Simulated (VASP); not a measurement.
Input of a VASP 6.6.1 run:

The input INCAR:

```
PREC = Accurate ; ENCUT = 520
EDIFF = 1E-7 ; ISMEAR = 0
SIGMA = 0.01 ; LREAL = False
LASPH = True ; NELM = 60
ALGO = Normal ; ISIF = 2
LWAVE = False ; LCHARG = False
GGA = PS ; NBANDS = 17
```

Contents of KPOINTS:

```
regular mesh
0
Gamma
  8 8 8
```

POSCAR

```
Na2S
1.0
    0.0000000000      3.2506169154      3.2506169154
    3.2506169154      0.0000000000      3.2506169154
    3.2506169154      3.2506169154      0.0000000000
Na S
2 1
Direct
    0.2500000000      0.2500000000      0.2500000000
    0.7500000000      0.7500000000      0.7500000000
    0.0000000000      0.0000000000      0.0000000000
```

Potentials or basis: VASP PAW PBE potentials, release 64 (Na_pv, S).

Command:

```bash
$ cat potpaw_PBE.64/Na_pv/POTCAR potpaw_PBE.64/S/POTCAR > POTCAR
$ mpirun -np 1 vasp_std > vasp.out
```

Question: Predict the pressure.

Answer: 0.1 GPa.

Question: Estimate the band gap on the k mesh.

Answer: 2.42 eV, direct.

Caveat: the PAW data sets were made with another functional, which shifts forces and pressure a little. A k mesh can miss the band edges.
